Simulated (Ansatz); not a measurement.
A run of Ansatz 0.2.0 is set up as follows.

Contents of input.yaml:

```yaml
crystal:
  lattice:
    - [2.8795009639, 0.0, 0.0]
    - [0.039072758, 2.8792794796, 0.0]
    - [0.0174953863, 0.0172449008, 5.1763391994]
  atoms:
    - { symbol: Cu, position: [0.0, 0.5, 0.0] }
    - { symbol: Cu, position: [0.5, 0.0, 0.5] }
    - { symbol: O, position: [0.99842397, 0.00167178, 0.7498871] }
    - { symbol: O, position: [0.00157603, 0.99832822, 0.2501129] }
hamiltonian:
  xc: pbesol
  pseudopotentials: { kind: paw }
  hubbard: { sites: [{ species: Cu, l: d, u_eff: 5.0 }] }
kpoints:
  mp_grid: { grid: [9, 9, 5] }
scf:
  occupations: { method: fermi_dirac, width: 0.05 }
output:
  forces: true
  stress: true
  eigenvalues: true
  write_density: true
  write_potential: true
  elf: true
  volumetric_format: npy
relax:
  f_tol: 0.01
  max_steps: 40
  cell: { stress_tol: 0.05 }
```

Potentials or basis: Ansatz PAW.

Launch:

```console
$ ansatz run input.yaml --threads 2 --pin off --max-ram 5632MiB --backend cpu --events-out ev --progress --plain --runs-dir out
```

Predict the relaxed volume.

10.84 Å³/atom.

Predict the relaxed cell.

a = 2.911 Å, b = 2.911 Å, c = 5.117 Å, α = 89.90°, β = 89.90°, γ = 89.75°.

Estimate the band gap on the k mesh.

none (metal or under the smearing width).

Eigenvalues of the final occupation matrices:
```csv
site,spin,trace,eigenvalues
site 1,1,4.75,0.80 0.97 0.99 0.99 1.00
site 2,1,4.75,0.80 0.97 0.99 0.99 1.00
```

Caveat: the pressure holds a Pulay correction of +0.7 GPa for the finite cutoff; the run has no spin polarisation, though such a crystal can be magnetic; U without spin polarisation on a metal has little footing; the PAW data sets come from PBE, with cores solved anew for the run's functional, which leaves a small shift of forces and pressure.
